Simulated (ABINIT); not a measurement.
Ta:

```xyz
1
Lattice="-1.6513 1.6513 1.6513 1.6513 -1.6513 1.6513 1.6513 1.6513 -1.6513" Properties=species:S:1:pos:R:3 pbc="T T T"
Ta    0.0000    0.0000    0.0000
```

Base run:

```yaml
Program: ABINIT 10.8.3 (patched build)
Functional: AM05
Potentials_or_basis: JTH PAW PBE v2.0
Cutoff: 626 eV
k_mesh: 11 × 11 × 11
Occupations: fermi-dirac, width 0.05 eV
Spin: no spin polarisation
```

Its results: band gap on the k mesh none (metal or under the smearing width); pressure -5.3 GPa.

Question: After a change of settings the same cell gave: band gap on the k mesh none (metal or under the smearing width); pressure 0.2 GPa. Which change was it?
A. functional from AM05 to SCAN
B. functional from AM05 to RPBE
C. functional from AM05 to r2SCAN
D. functional from AM05 to BLYP

Answer: C.

Caveats: the PAW data sets were made with another functional, which shifts forces and pressure a little; spin-orbit coupling is left out, which moves the levels of the heavy elements.
